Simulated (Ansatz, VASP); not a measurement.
# Two plane-wave programs on Te

```
Te
1.0
     2.30590    1.33131    1.69095
    -2.30590    1.33131    1.69095
     0.00000   -2.66263    1.69095
Te
1
Direct
  0.50000 0.50000 0.50000
```

This isn't the form of Te at room conditions, which is trigonal, of chains.

Alike in both runs: task band structure; functional PBEsol; k mesh 9 × 9 × 9; occupations fermi-dirac, width 0.05 eV; no spin polarisation.

|  | VASP | Ansatz |
| --- | --- | --- |
| version | VASP 6.6.1 | Ansatz 0.2.0 |
| potentials or method | VASP PAW PBE potentials, release 64 (Te) | Ansatz PAW |
| plane-wave cutoff (eV) | 520 | 420 |
| valence electrons in the cell | 6 | 16 |

VASP gave:

- gap on the k mesh at the Fermi level (eV): none
- pressure (GPa): 0.0
- largest component of the traceless stress (GPa): 0.09

Task: What did Ansatz give for the same quantities?

Result: gap on the k mesh at the Fermi level (eV): none; pressure (GPa): -0.1; largest component of the traceless stress (GPa): 0.11.

A gap of «none» marks a metal or a gap that the smearing closes. The two sets of potentials don't hold the same shells in valence.

Caveats: spin-orbit coupling is left out, which moves the levels of the heavy elements; the PAW data sets were made with another functional, which shifts forces and pressure a little (VASP); the PAW data sets come from PBE, with cores solved anew for the run's functional, which leaves a small shift of forces and pressure (Ansatz).
